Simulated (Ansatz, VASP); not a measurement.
# Cross-check of CdS (Greenockite) between VASP and Ansatz, part 2 of 2

One calculation is typed for both programs; each brings its own data sets and cutoff. How far apart do they land?

VASP 6.6.1 and Ansatz 0.2.0.

So far. Step 3 (Ansatz: single point, PBE): The run ends at a pressure of 2.08 GPa, with forces up to 0.067 eV/Å.

The database entry behind the starting cell differs from later determinations by our own check (about 0.35 % long), so it need not match the best structure at ambient conditions.

## Step 5: VASP: dielectric response, PBE

Level of this step: PBE; plane waves and PAW (Cd, S) (VASP).

The response to a field tests empty states and converges slowly with the mesh.

Contents of INCAR:

```
SYSTEM = CdS
PREC = Accurate
ENCUT = 400
EDIFF = 1E-08
NELM = 100
ISMEAR = 0
SIGMA = 0.01
LREAL = .FALSE.
ALGO = Normal
GGA = PE
NBANDS = 24
LWAVE = .FALSE.
LCHARG = .FALSE.
KPAR = 4
LEPSILON = .TRUE.
```

Contents of POSCAR:

```
CdS
1.0
    4.1500000000      0.0000000000      0.0000000000
   -2.0750000000      3.5940054257      0.0000000000
    0.0000000000      0.0000000000      6.7370000000
Cd S
2 2
Direct
    0.6666666667      0.3333333333      0.5000000000
    0.3333333333      0.6666666667      0.0000000000
    0.6666666667      0.3333333333      0.8750000000
    0.3333333333      0.6666666667      0.3750000000
```

Contents of KPOINTS:

```
Automatic mesh
0
Gamma
9 9 5
0 0 0
```

PAW data sets: Cd and S (PBE family, release 64).

Started as:

```console
$ mpirun -np 4 vasp_std
```

Numbers of over 12 decimals in the logs are rounded to 6 here.

The program printed:

```text
[... set-up lines as in an earlier step ...]
 entering main loop
       N       E                     dE             d eps       ncg     rms          rms(c)
DAV:   1     0.214764064112E+03    0.21476E+03   -0.15519E+04  1736   0.112E+03
DAV:   2    -0.262183040259E+01   -0.21739E+03   -0.21181E+03  1992   0.309E+02
DAV:   3    -0.132563288649E+02   -0.10634E+02   -0.10604E+02  2168   0.704E+01
DAV:   4    -0.133512886198E+02   -0.94960E-01   -0.94937E-01  2008   0.657E+00
[...]
DAV:  17    -0.122614161482E+02   -0.36111E-07   -0.10937E-09  1568   0.215E-04    0.648E-04
DAV:  18    -0.122614161796E+02   -0.31399E-07   -0.11944E-08  1208   0.928E-04    0.452E-05
DAV:  19    -0.122614161772E+02    0.23451E-08   -0.22804E-09  1024   0.370E-04
   1 F= -.12261416E+02 E0= -.12261416E+02  d E =-.196843E-25
 Linear response reoptimize wavefunctions to high precision
DAV:   1    -0.122614161719E+02    0.52723E-08   -0.13775E-10  1040   0.785E-05
DAV:   2    -0.122614161720E+02   -0.23192E-10   -0.15628E-11   976   0.272E-05
 Linear response G [H, r] |phi>, progress :
  Direction:   1
[...]
RMM:  12    -0.152836951782E+01    0.15747E-05    0.96920E-08  7277   0.134E-04    0.291E-05
RMM:  13    -0.152836848134E+01    0.10365E-05   -0.20990E-07  5023   0.547E-05    0.428E-06
 change of polarisation eV/A/(eV/A) component  2 :    -0.464     2.838     0.000
 dielectric tensor                  component  2 :    -0.835     6.111     0.000
 Linear response to external field, progress :
  Direction:   3
       N       E                     dE             d eps       ncg     rms          rms(c)
RMM:   1    -0.146090830043E+01   -0.14609E+01   -0.68248E+00  3094   0.389E+00
RMM:   2    -0.153917874770E+01   -0.78270E-01   -0.37344E-02  2854   0.782E-01    0.226E+00
RMM:   3    -0.147292483109E+01    0.66254E-01   -0.10222E-01  2793   0.123E+00    0.119E+00
RMM:   4    -0.151236108581E+01   -0.39436E-01   -0.72303E-02  2835   0.111E+00    0.318E-01
[...]
RMM:  11    -0.155422616616E+01    0.16187E-05   -0.15084E-06  2908   0.486E-04    0.747E-05
RMM:  12    -0.155422429966E+01    0.18665E-05   -0.82719E-07  2547   0.210E-04    0.361E-05
RMM:  13    -0.155422383726E+01    0.46240E-06   -0.65756E-07  1609   0.607E-05    0.712E-06
 change of polarisation eV/A/(eV/A) component  3 :    -0.267    -0.255     2.891
 dielectric tensor                  component  3 :    -0.482    -0.459     6.206
 Born effective charges drift removed
```

Parts of OUTCAR (step 5):

```text
  Total        1.1219401      1.1219401      1.5414064      0.0000000      0.0000000      0.0000000
  in kB       17.8890338     17.8890338     24.5773114      0.0000000      0.0000000      0.0000000
  external PRESSURE =      20.1184597 kB  Pullay stress =       0.0000000 kB

 POSITION                                       TOTAL-FORCE (eV/Angst)
 -----------------------------------------------------------------------------------
      2.07500      1.19800      3.36850         0.000000      0.000000     -0.069784
     -0.00000      2.39600      0.00000        -0.000000      0.000000     -0.069784
      2.07500      1.19800      5.89487         0.000000     -0.000000      0.069784
     -0.00000      2.39600      2.52637        -0.000000      0.000000      0.069784
 -----------------------------------------------------------------------------------
    total drift:                               -0.000000      0.000000     -0.000841

 MACROSCOPIC STATIC DIELECTRIC TENSOR (including local field effects in DFT)
 ------------------------------------------------------
           6.111113     0.000000     0.000000
           0.000000     6.111113     0.000000
           0.000000     0.000000     6.206373
 ------------------------------------------------------

[... 1 part as in an earlier step ...]

[... 1 further part left out ...]
```

Energies printed during the response cycles are not total energies of the cell. The dielectric response converges more slowly with the mesh than energies do, so tensor and charges may still move on a finer one.

## Step 6: Ansatz: dielectric response, PBE

The same cell, functional and mesh now go to Ansatz, which takes its cutoff from its data sets.

Contents of input.yaml:

```yaml
crystal:
  lattice:
    - [4.15, 0.0, 0.0]
    - [-2.075, 3.5940054257, 0.0]
    - [0.0, 0.0, 6.737]
  atoms:
    - { symbol: Cd, position: [0.6666666667, 0.3333333333, 0.5] }
    - { symbol: Cd, position: [0.3333333333, 0.6666666667, 0.0] }
    - { symbol: S, position: [0.6666666667, 0.3333333333, 0.875] }
    - { symbol: S, position: [0.3333333333, 0.6666666667, 0.375] }
hamiltonian:
  xc: pbe
  pseudopotentials: { kind: paw }
kpoints:
  mp_grid: { grid: [9, 9, 5] }
scf:
  occupations: { method: fixed }
dielectric:
  method: response
```

Started as:

```console
$ ansatz run input.yaml --threads 2 --pin off --max-ram 4608MiB --backend cpu --events-out ev --progress --plain --runs-dir out
```

The program printed:

```text
[...]
Crystal: 4 atoms, lattice volume = 100.483 Å³
Basis set: ecut = 420 eV, 1973 PW (Γ), exchange–correlation on 60×60×96 points (8 copies of the dense FFT grid, shifted against one another)
Bands: 32, of which v1, the nominal top of the filled ones, is band 26 counted from 1 (25 counted from 0)
Symmetry: 12 space group operations
k-points: 115 of 405 (irreducible under 2 space group operations, time reversal used)
[...]
0.00000    2.13342   -0.00000
[...]
site 2:
[...]
-0.00000    0.00000   -2.22047
    site 3:
        -2.13342   -0.00000   -0.00000
         0.00000   -2.13342   -0.00000
        -0.00000   -0.00000   -2.22047
  Z* charge neutrality: 3.416e-3 e pre-enforcement
  solved inside a basis spanned on kpoints, on 14×14×8 k-points, which do not settle them: ε∞ is read to err by 4.0e-2, Z* by 2.3e-2 e (field_mesh: kpoints solves on kpoints); Z* is corrected for what the basis lacks
[key lines of the parts left out:]
SCF converged after 8 iterations
Free energy (F): -18315.638583 eV
Fermi energy:    6.731211 eV
```

Elapsed: 3.4 min, on 2 threads of Arm Neoverse V1, shared host; peak memory 1.8 GiB; 6.7 min of CPU time.

## Step 7: Comparison

What differs besides the data sets and the points named for the pairs above, as far as they apply: VASP's response is taken on the typed mesh, Ansatz refines its own for the field response alone. Total energies have different zeros and are not compared.

Both answers:

```
                                     quantity  Ansatz   VASP  difference
                                        ε∞ xx    5.99   6.11     -1.92 %
                                        ε∞ yy    5.99   6.11     -1.92 %
                                        ε∞ zz    6.09   6.21     -1.93 %
Born charge of Cd1 (mean of the diagonal) (e)    2.16   2.18       -0.01
 Born charge of S3 (mean of the diagonal) (e)   -2.16  -2.18       +0.01
```

## Step 8: What came out

```json
{
 "r.m.s. force difference (single point, PBE)": "0.97 meV/Å",
 "difference in ε∞ zz (dielectric response, PBE)": "-1.9 %"
}
```

The difference in ε∞ zz is -1.9 % (dielectric response, PBE), within the 5 % picked in this series as the mark of a large difference. How closely two codes agree says nothing of how well the functional describes the real material.

[Lines on the potential files, build, host, timing and source positions are cut from VASP's logs without a mark.]

[Logs are printed without paths, hosts, clocks, repeated set-up lines and the standing remarks that a program may print on its own settings, such as how far it seeks lower states.]

[Hosts, paths, dates, database ids (printed as entryN), source tags and the programs' standing remarks are cut or masked in the printed files.]
